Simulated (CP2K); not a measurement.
## Br under changes of volume

One of the cells (33.988 Å³/atom); the others are scaled copies at fixed shape and fractional positions:

```
CELL_PARAMETERS angstrom
4.08726 0.00000 0.00000
1.44772 3.82228 0.00000
0.00000 0.00000 8.70230
ATOMIC_POSITIONS crystal
Br 0.36510 0.63490 0.39010
Br 0.13490 0.86510 0.89010
Br 0.63490 0.36510 0.60990
Br 0.86510 0.13490 0.10990
```

| Quantity | Value |
| --- | --- |
| Program | CP2K 2026.2 |
| Functional | PBE |
| Potentials or basis | POTENTIAL_UZH Br GTH-PBE-q7; TZVP-MOLOPT-PBE-GTH basis |
| Density cutoff | 6123 eV |
| k mesh | 7 × 7 × 3 |
| Occupations | fermi-dirac, width 0.05 eV |
| Spin | no spin polarisation |

| volume (Å³/atom) | energy over the lowest point (meV/atom) | pressure (GPa) | gap on the mesh (eV) | largest force (eV/Å) |
| --- | --- | --- | --- | --- |
| 31.949 | 58.13 | 4.6 | 1.97 | 1.928 |
| 32.629 | 40.73 | 3.7 | 1.90 | 1.635 |
| 33.308 | ? | ? | ? | ? |
| 33.988 | 16.17 | 2.2 | 1.77 | 1.111 |
| 34.668 | 8.32 | 1.5 | 1.71 | 0.877 |
| 35.348 | 3.02 | 1.0 | 1.65 | 0.661 |
| 36.028 | 0.00 | 0.5 | 1.59 | 0.461 |

Task: What does the run at 33.308 Å³/atom give?

Result: Energy over the lowest point 26.86 meV/atom; pressure 2.9 GPa; gap on the mesh 1.83 eV; largest force 1.363 eV/Å.

Worked out: A Birch-Murnaghan fit of order 3 (a polynomial in V^(-2/3)) to the other rows has its minimum at 36.71 Å³/atom, just outside them, with B0 = V·E''(V) = 24 GPa and B' = 4.8 at fixed shape and positions, which overstates the stiffness. It gives 26.88 meV/atom at 33.308 Å³/atom, against the run's 26.86, and -dE/dV = 2.9 GPa, against 2.9. A straight line through the other rows of the gap, of slope -3.15 eV per unit of ln V, gives 1.84 eV, against the run's 1.83.

Energies are extrapolated to zero smearing.

Caveats: an odd mesh through Γ misses points on the zone boundary, where band edges often lie; the basis of atomic orbitals isn't converged, which shifts pressures, moduli and gaps; forces of over 1 eV/Å show positions far from the minimum, so gaps and moduli don't describe the material at rest (some runs). Spin-orbit coupling on Br is left out.
